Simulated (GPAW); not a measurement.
Li:

```xyz
1
Lattice="-1.7547 1.7547 1.7547 1.7547 -1.7547 1.7547 1.7547 1.7547 -1.7547" Properties=species:S:1:pos:R:3 pbc="T T T"
Li    0.0000    0.0000    0.0000
```

```yaml
Program: GPAW 26.7.0
Task: relaxation of cell and atoms
Functional: LDA
Potentials_or_basis: the program's PAW data sets (release 1.2.1) made for this functional
Cutoff: 800 eV
Basis: pw
k_mesh: 11 × 11 × 11
Occupations: fermi-dirac, width 0.05 eV
Spin: no spin polarisation
```

At the start: pressure -1.5 GPa; volume 21.61 Å³/atom.

Question: How do energy, volume and symmetry change on relaxing?

Answer: Over 3 steps the energy falls by 12.3 meV/atom and the volume is 18.96 Å³/atom (-12.3 %); space group Im-3m (No. 229, to 0.05 Å).

Step by step:
```
step  energy change (eV)  largest force (eV/Å)  pressure (GPa)  volume (Å³)
   1              0.0000                0.0000           -1.49        21.61
   2             -0.0017                0.0000           -1.40        21.42
   3             -0.0123                0.0000            0.16        18.96
```

Final structure:
```cif
data_structure
_symmetry_space_group_name_H-M 'P 1'
_symmetry_Int_Tables_number 1
_cell_length_a 2.9095
_cell_length_b 2.9095
_cell_length_c 2.9095
_cell_angle_alpha 109.471
_cell_angle_beta 109.471
_cell_angle_gamma 109.471
_cell_volume 18.96
loop_
_atom_site_label
_atom_site_type_symbol
_atom_site_fract_x
_atom_site_fract_y
_atom_site_fract_z
_atom_site_occupancy
Li1 Li 0.00000 0.00000 0.00000 1
```

The cell as given is a measured one (21.61 Å³/atom); LDA puts the equilibrium volume -12.3 % from it, thermal expansion not counted.

Caveat: later steps reuse the first step's grids; the volume moved by -12 % from the deposited cell, more than functionals usually miss.
